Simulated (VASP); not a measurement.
# HfS2 (P-3m1) in VASP: band structure with PBE

Aim: the band structure of HfS2 with PBE.

Everything below comes from runs of VASP 6.6.1. Logs are shortened: lines on timing, memory, paths and dates and some standing lists are left out, and cuts for length are marked.

**What was measured.**

“Stress-Tuned Optical Transitions in Layered 1T-MX2 (M=Hf, Zr, Sn; X=S, Se) Crystals”, 2022, pmc:9565717 quotes, for a bulk crystal of HfS2: band gap 1.96 eV (indirect).

The runs below are set against these values where they give the same quantity.

### Step 1. The crystal as given

The structure is trigonal, space group P-3m1 (No. 164). Conventional cell: a = 3.606 Å, b = 3.606 Å, c = 5.770 Å, α = 90.00°, β = 90.00°, γ = 120.00°. Around Hf (site symmetry -3m) lie 6 S at 2.54 Å. Around S (site symmetry 3m) lie 3 Hf at 2.54 Å.

The cell is a database's computed one.

### Step 2. Band structure, PBE

Input file POSCAR:

```
HfS2
1.0
    3.6063190000      0.0000000000      0.0000000000
   -1.8031590000      3.1231640000      0.0000000000
    0.0000000000      0.0000000000      5.7700220000
Hf S
1 2
Direct
    0.0000000000      0.0000000000      0.0000000000
    0.6666667000      0.3333333000      0.7476420000
    0.3333333000      0.6666667000      0.2523580000
```

Input file INCAR.step1:

```
SYSTEM = HfS2
  PREC = Accurate
  ENCUT = 520
  EDIFF = 1E-6
  ISMEAR = 0
  SIGMA = 0.02
  LREAL = .FALSE.
  LASPH = .TRUE.
  NELM = 100
  ALGO = Normal
  ISIF = 2
  LWAVE = .FALSE.
  LCHARG = .TRUE.
  LMAXMIX = 4
  GGA = PE
```

Input file KPOINTS.step1:

```
Automatic mesh
0
G
  9 9 6
  0 0 0
```

Input file INCAR.step2:

```
SYSTEM = HfS2
  PREC = Accurate
  ENCUT = 520
  EDIFF = 1E-6
  ISMEAR = 0
  SIGMA = 0.05
  LREAL = .FALSE.
  LASPH = .TRUE.
  NELM = 100
  ALGO = Normal
  ISIF = 2
  LWAVE = .FALSE.
  LCHARG = .FALSE.
  LMAXMIX = 4
  GGA = PE
  ICHARG = 11
```

Input file KPOINTS.step2:

```
path GMKGALHA,LM,KH
10
line-mode
reciprocal
 0.0000000000  0.0000000000  0.0000000000  G
 0.5000000000  0.0000000000  0.0000000000  M

 0.5000000000  0.0000000000  0.0000000000  M
 0.3333333333  0.3333333333  0.0000000000  K

 0.3333333333  0.3333333333  0.0000000000  K
 0.0000000000  0.0000000000  0.0000000000  G

 0.0000000000  0.0000000000  0.0000000000  G
 0.0000000000  0.0000000000  0.5000000000  A

 0.0000000000  0.0000000000  0.5000000000  A
 0.5000000000  0.0000000000  0.5000000000  L

 0.5000000000  0.0000000000  0.5000000000  L
 0.3333333333  0.3333333333  0.5000000000  H

 0.3333333333  0.3333333333  0.5000000000  H
 0.0000000000  0.0000000000  0.5000000000  A

 0.5000000000  0.0000000000  0.5000000000  L
 0.5000000000  0.0000000000  0.0000000000  M

 0.3333333333  0.3333333333  0.0000000000  K
 0.3333333333  0.3333333333  0.5000000000  H
```

Potentials or basis: VASP PAW PBE potentials, release 64 (Hf_pv, S).

Run with:

```sh
cat potpaw_PBE.64/Hf_pv/POTCAR potpaw_PBE.64/S/POTCAR > POTCAR
cp INCAR.step1 INCAR
cp KPOINTS.step1 KPOINTS
mpirun -np 1 vasp_std > vasp.out
cp INCAR.step2 INCAR
cp KPOINTS.step2 KPOINTS
mpirun -np 1 vasp_std > vasp.out
```

OUTCAR:

```text
SYSTEM = HfS2
   PREC = Accurate
   ENCUT = 520
   EDIFF = 1E-6
   ISMEAR = 0
   LREAL = .FALSE.
   LASPH = .TRUE.
   NELM = 100
   ISIF = 2
   GGA = PE
   ICHARG = 11

 ion  position               nearest neighbor table
   1  0.000  0.000  0.000-   2 2.54   3 2.54   3 2.54   2 2.54   2 2.54   3 2.54
   2  0.667  0.333  0.748-   1 2.54   1 2.54   1 2.54
   3  0.333  0.667  0.252-   1 2.54   1 2.54   1 2.54

  LATTYP: Found a hexagonal cell.
 ALAT       =     3.6063190000
 C/A-ratio  =     1.5999754875

  Lattice vectors:

 A1 = (   3.6063190000,   0.0000000000,   0.0000000000)
 A2 = (  -1.8031590000,   3.1231640000,   0.0000000000)
 A3 = (   0.0000000000,   0.0000000000,   5.7700220000)

Analysis of symmetry for initial positions (statically):
=====================================================================
 Subroutine PRICEL returns:
 Original cell was already a primitive cell.

 Routine SETGRP: Setting up the symmetry group for a
 hexagonal supercell.

 Subroutine GETGRP returns: Found 12 space group operations
 (whereof 12 operations were pure point group operations)
 out of a pool of 24 trial point group operations.

The static configuration has the point symmetry D_3d.

Analysis of symmetry for dynamics (positions and initial velocities):
=====================================================================
 Subroutine PRICEL returns:
 Original cell was already a primitive cell.

 Routine SETGRP: Setting up the symmetry group for a
 hexagonal supercell.

 Subroutine GETGRP returns: Found 12 space group operations
 (whereof 12 operations were pure point group operations)
 out of a pool of 24 trial point group operations.

The dynamic configuration has the point symmetry D_3d.

 Subroutine INISYM returns: Found 12 space group operations
 (whereof 12 operations are pure point group operations),
 and found     1 'primitive' translations

----------------------------------------------------------------------------------------

                                     Primitive cell

  volume of cell :      64.9885

  direct lattice vectors                    reciprocal lattice vectors
     3.606319000  0.000000000  0.000000000     0.277291055  0.160094014  0.000000000
    -1.803159000  3.123164000  0.000000000     0.000000000  0.320188117  0.000000000
     0.000000000  0.000000000  5.770022000     0.000000000  0.000000000  0.173309565

  length of vectors
     3.606319000  3.606318864  5.770022000     0.320188105  0.320188117  0.173309565

  position of ions in fractional coordinates (direct lattice)
     0.000000000  0.000000000  0.000000000
     0.666666700  0.333333300  0.747642000
     0.333333300  0.666666700  0.252358000

  ion indices of the primitive-cell ions
   primitive index   ion index
                 1           1
                 2           2
                 3           3

----------------------------------------------------------------------------------------

 KPOINTS: path GMKGALHA,LM,KH

Interpolating k-points between supplied coordinates.

 Line segments in fractional coordinates (reciprocal lattice):
    0.000000  0.000000  0.000000  ...  0.500000  0.000000  0.000000
    0.500000  0.000000  0.000000  ...  0.333333  0.333333  0.000000
    0.333333  0.333333  0.000000  ...  0.000000  0.000000  0.000000
    0.000000  0.000000  0.000000  ...  0.000000  0.000000  0.500000
    0.000000  0.000000  0.500000  ...  0.500000  0.000000  0.500000
    0.500000  0.000000  0.500000  ...  0.333333  0.333333  0.500000
    0.333333  0.333333  0.500000  ...  0.000000  0.000000  0.500000
    0.500000  0.000000  0.500000  ...  0.500000  0.000000  0.000000
    0.333333  0.333333  0.000000  ...  0.333333  0.333333  0.500000

 Generated    10 points on each line segment, for a total of     90 k-points:

 Following reciprocal coordinates:
            Coordinates               Weight
  0.000000  0.000000  0.000000      0.011111
  0.055556  0.000000  0.000000      0.011111
  0.111111  0.000000  0.000000      0.011111
  0.166667  0.000000  0.000000      0.011111
  0.222222  0.000000  0.000000      0.011111
  0.277778  0.000000  0.000000      0.011111
[... 16 lines left out ...]
  0.259259  0.259259  0.000000      0.011111
  0.222222  0.222222  0.000000      0.011111
 [... further k-points ...]
   k-points           NKPTS =     90   k-points in BZ     NKDIM =     90   number of bands    NBANDS=     15
   number of dos      NEDOS =    301   number of ions     NIONS =      3
   total plane-waves  NPLWV =  37632
   dimension x,y,z NGX =    28 NGY =   28 NGZ =   48
   dimension x,y,z NGXF=    56 NGYF=   56 NGZF=   96
   ions per type =               1   2
   NGX,Y,Z   is equivalent  to a cutoff of  12.91, 12.91, 13.83 a.u.
   NGXF,Y,Z  is equivalent  to a cutoff of  25.82, 25.82, 27.66 a.u.
 SYSTEM =  HfS2
   PREC   = accura    normal or accurate (medium, high low for compatibility)
   ISTART =      0    job   : 0-new  1-cont  2-samecut
   ICHARG =     11    charge: 1-file 2-atom 10-const
   ISPIN  =      1    spin polarized calculation?
   LNONCOLLINEAR =      F non collinear calculations
   LSORBIT =      F    spin-orbit coupling
   LASPH  =      T    aspherical Exc in radial PAW
   ENCUT  =  520.0 eV  38.22 Ry    6.18 a.u.   6.71  6.71 10.73*2*pi/ulx,y,z
   NELM   =    100;   NELMIN=  2; NELMDL=  0     # of ELM steps
   EDIFF  = 0.1E-05   stopping-criterion for ELM
   LREAL  =      F    real-space projection
   EDIFFG = 0.1E-04   stopping-criterion for IOM
   NSW    =      0    number of steps for IOM
   IBRION =     -1    ionic relax: 0-MD 1-quasi-New 2-CG
   NFREE  =      0    steps in history (QN), initial steepest desc. (CG)
   ISIF   =      2    stress and relaxation
   ISYM   =      2    0-nonsym 1-usesym 2-fastsym
   POTIM  = 0.5000    time-step for ionic-motion
   TEBEG  =    0.0;   TEEND  =   0.0 temperature during run
   PSTRESS=    0.0 pullay stress
   NELECT =      22.0000    total number of electrons
   NUPDOWN=      -1.0000    fix difference up-down
   EMIN   =  10.00;   EMAX   =-10.00  energy-range for DOS
   EFERMI =   0.00;   METHOD = LEGACY
   ISMEAR =     0;   SIGMA  =   0.05  broadening in eV -4-tet -1-fermi 0-gaus
   EFERMI_NEDOS =   21; number of points for ismear=-14 and -15
   IALGO  =     38    algorithm
   IMIX   =      4    mixing-type and parameters
     AMIX     =   0.40;   BMIX     =  1.00
     AMIX_MAG =   1.60;   BMIX_MAG =  1.00
  volume/ion in A,a.u.               =      21.66       146.19
  Fermi-wavevector in a.u.,A,eV,Ry     =   1.140960  2.156101 17.711911  1.301789
  Thomas-Fermi vector in A             =   2.277661
   LORBIT       =      0    0 simple, 1 ext, 2 COOP (PROOUT), +10 PAW based schemes
   GGA     = PE    functional components
   LHFCALC =     F    Hartree Fock is set to
   AEXX    =    0.0000 exact exchange contribution
   IVDW    =     0    specifies the selected vdW correction
   LEPSILON=     F    determine dielectric tensor
   LRPA    =     F    only Hartree local field effects (RPA)
 non-spin polarized calculation
 Gauss-broadening in eV      SIGMA  =   0.05
  energy-cutoff  :      520.00
  volume of cell :       64.99
 maximum number of plane-waves:      1785
 NGX is ok and might be reduce to    28

 number of electron      22.0000000 magnetization

 Free energy of the ion-electron system (eV)
  ---------------------------------------------------
  ext. energy  EPLUGINS =         0.00000000
  ---------------------------------------------------
  free energy    TOTEN  =       -22.23233462 eV

  energy without entropy =      -22.23233462  energy(sigma->0) =      -22.23233462

 E-fermi :   3.9365     XC(G=0):  -9.8299

 val. band max:        3.7059616479   @ k =   0.0000   0.0000   0.0000
 cond. band min:       4.5841015593   @ k =   0.5000   0.0000   0.5000
 fundamental gap:      0.8781399114
 Fermi energy:         3.9365329148

 k-point     1 :       0.0000    0.0000    0.0000
  band No.  band energies     occupation
      1     -27.1394      2.00000
      2     -27.0237      2.00000
      3     -27.0237      2.00000
      4      -9.6020      2.00000
      5      -7.7986      2.00000
      6      -1.3455      2.00000
      7       0.8377      2.00000
      8       0.8377      2.00000
      9       3.5357      2.00000
     10       3.5357      2.00000
     11       3.7060      2.00000
     12       5.5857      0.00000
     13       5.5857      0.00000
     14       6.1310      0.00000
     15       8.8992      0.00000

 k-point     2 :       0.0556    0.0000    0.0000
  band No.  band energies     occupation
      1     -27.1382      2.00000
      2     -27.0300      2.00000
      3     -27.0251      2.00000
      4      -9.5649      2.00000
      5      -7.8049      2.00000
      6      -1.2987      2.00000
      7       0.7919      2.00000
      8       0.8572      2.00000
      9       3.2738      2.00000
     10       3.4339      2.00000
     11       3.7059      2.00000
     12       5.6122      0.00000
     13       5.7039      0.00000
     14       6.1838      0.00000
     15       8.7062      0.00000

 k-point     3 :       0.1111    0.0000    0.0000
  band No.  band energies     occupation
      1     -27.1347      2.00000
      2     -27.0482      2.00000
      3     -27.0292      2.00000
      4      -9.4562      2.00000
      5      -7.8230      2.00000
      6      -1.1611      2.00000
      7       0.6769      2.00000
      8       0.9118      2.00000
      9       2.6589      2.00000
     10       3.1926      2.00000
     11       3.6692      2.00000
     12       5.5709      0.00000
     13       5.9888      0.00000
     14       6.3561      0.00000
     15       8.5797      0.00000

 k-point     4 :       0.1667    0.0000    0.0000
  band No.  band energies     occupation
      1     -27.1294      2.00000
      2     -27.0759      2.00000
      3     -27.0355      2.00000
      4      -9.2843      2.00000
      5      -7.8505      2.00000
      6      -0.9424      2.00000
      7       0.5396      2.00000
      8       0.9894      2.00000
      9       1.9186      2.00000
     10       2.9121      2.00000
     11       3.5279      2.00000
     12       5.4322      0.00000
     13       6.3285      0.00000
     14       6.5976      0.00000
     15       8.6712      0.00000
[... 307 lines left out ...]
 k-point    22 :       0.2963    0.2963    0.0000
  band No.  band energies     occupation
      1     -27.1845      2.00000
      2     -27.1413      2.00000
      3     -27.0945      2.00000
      4      -7.9776      2.00000
      5      -7.9738      2.00000
      6      -0.6127      2.00000
      7       0.0574      2.00000
      8       0.2211      2.00000
      9       1.2588      2.00000
     10       1.3698      2.00000
     11       2.0114      2.00000
     12       6.1971      0.00000
     13       7.1555      0.00000
     14       7.4275      0.00000
     15       9.0282      0.00000

 k-point    23 :       0.2593    0.2593    0.0000
  band No.  band energies     occupation
      1     -27.1904      2.00000
      2     -27.1170      2.00000
      3     -27.0971      2.00000
      4      -8.1020      2.00000
      5      -7.9790      2.00000
      6      -0.5918      2.00000
      7       0.1572      2.00000
      8       0.4935      2.00000
      9       1.0348      2.00000
     10       1.3526      2.00000
     11       2.1839      2.00000
     12       6.0978      0.00000
     13       6.9444      0.00000
     14       7.6047      0.00000
     15       8.8587      0.00000

 k-point    24 :       0.2222    0.2222    0.0000
  band No.  band energies     occupation
      1     -27.1815      2.00000
      2     -27.1042      2.00000
      3     -27.0918      2.00000
      4      -8.3223      2.00000
      5      -7.9682      2.00000
      6      -0.3486      2.00000
      7       0.2514      2.00000
      8       0.4197      2.00000
      9       1.0028      2.00000
     10       1.4408      2.00000
     11       2.4572      2.00000
     12       5.9144      0.00000
     13       6.7103      0.00000
     14       7.8237      0.00000
     15       8.6388      0.00000

 [... further k-points ...]

------------------------ aborting loop because EDIFF is reached ----------------------------------------

  FORCE on cell =-STRESS in cart. coord.  units (eV):
  Direction    XX          YY          ZZ          XY          YZ          ZX
  --------------------------------------------------------------------------------------
  -------------------------------------------------------------------------------------
  Total        2.9723450      2.9723453      1.4382123      0.0000005      0.0000000      0.0000000
  in kB       73.2779655     73.2779717     35.4566065      0.0000117      0.0000000      0.0000000
  external PRESSURE =      60.6708479 kB  Pullay stress =       0.0000000 kB

 VOLUME and BASIS-vectors are now :
 -----------------------------------------------------------------------------
  energy-cutoff  :      520.00
  volume of cell :       64.99
      direct lattice vectors                 reciprocal lattice vectors
     3.606319000  0.000000000  0.000000000     0.277291055  0.160094014  0.000000000
    -1.803159000  3.123164000  0.000000000     0.000000000  0.320188117  0.000000000
     0.000000000  0.000000000  5.770022000     0.000000000  0.000000000  0.173309565

 POSITION                                       TOTAL-FORCE (eV/Angst)
 -----------------------------------------------------------------------------------
      0.00000      0.00000      0.00000        -0.000000      0.000000      0.000000
      1.80316      1.04105      4.31391         0.000000      0.000000      0.278153
      0.00000      2.08211      1.45611         0.000000     -0.000000     -0.278153
 -----------------------------------------------------------------------------------
    total drift:                               -0.000000      0.000000      0.000000

  FREE ENERGIE OF THE ION-ELECTRON SYSTEM (eV)
  ---------------------------------------------------
  free  energy   TOTEN  =       -22.2323346214 eV

  energy  without entropy=      -22.2323346214  energy(sigma->0) =      -22.23233462
```

It took 42 s on 1 thread of Intel Xeon 6975P-C (Granite Rapids), shared host; peak memory 0.23 GiB.

What came out:

* Band gap on the k mesh: 0.91 eV, indirect (least direct gap 1.81 eV)
* Band gap along the path: 0.88 eV, indirect (least direct gap 1.83 eV)

Levels at the corners of the path, in eV from the valence-band top:
```csv
point,band 8,band 9,band 10,band 11,band 12,band 13,band 14,band 15
Γ,-2.87,-0.17,-0.17,0.00,1.88,1.88,2.43,5.19
M,-2.71,-2.57,-2.21,-1.47,1.03,4.00,4.08,6.14
M,-2.71,-2.57,-2.21,-1.47,1.03,4.00,4.08,6.13
K,-3.69,-2.34,-2.34,-1.74,2.51,3.61,3.61,5.56
K,-3.69,-2.34,-2.34,-1.74,2.51,3.61,3.61,5.56
Γ,-2.87,-0.17,-0.17,0.00,1.88,1.88,2.43,5.19
Γ,-2.87,-0.17,-0.17,0.00,1.88,1.88,2.43,5.19
A,-2.81,-2.09,-0.35,-0.35,1.82,1.82,2.72,5.74
A,-2.81,-2.09,-0.35,-0.35,1.82,1.82,2.72,5.74
L,-2.77,-2.52,-1.13,-0.95,0.88,3.98,4.12,5.54
L,-2.77,-2.52,-1.13,-0.95,0.88,3.98,4.12,5.54
H,-3.82,-2.43,-1.94,-1.94,2.73,3.18,3.18,6.26
H,-3.82,-2.43,-1.94,-1.94,2.73,3.18,3.18,6.26
A,-2.81,-2.09,-0.35,-0.35,1.82,1.82,2.72,5.74
L,-2.77,-2.52,-1.13,-0.95,0.88,3.98,4.12,5.54
M,-2.71,-2.57,-2.21,-1.47,1.03,4.00,4.08,6.13
K,-3.69,-2.34,-2.34,-1.74,2.51,3.61,3.61,5.56
H,-3.82,-2.43,-1.94,-1.94,2.73,3.18,3.18,6.26
```

Caveat: the log is that of the step along the path at fixed density, whose energy, stress, charges and moments have no meaning; spin-orbit coupling is left out, which moves the levels of the heavy elements; this functional lacks dispersion, which binds the layers, so the pressure and a relaxed spacing across them are unreliable.

### Step 3. Comparison with measurements

Step 2. Against the measured gap of HfS2, 1.96 eV (indirect; quoted in “Stress-Tuned Optical Transitions in Layered 1T-MX2 (M=Hf, Zr, Sn; X=S, Se) Crystals”, 2022, pmc:9565717), the calculated 0.88 eV is off by -1.08 eV. So large a miss can be the level of theory's own, or it may mean another phase, state or a wrong row. Spin-orbit coupling on Hf is left out. The value is that of PBE, without temperature or zero-point motion. Semilocal functionals fall short of measured gaps as a rule. The cell is a database's relaxed one, not the measured one, which moves gaps too.
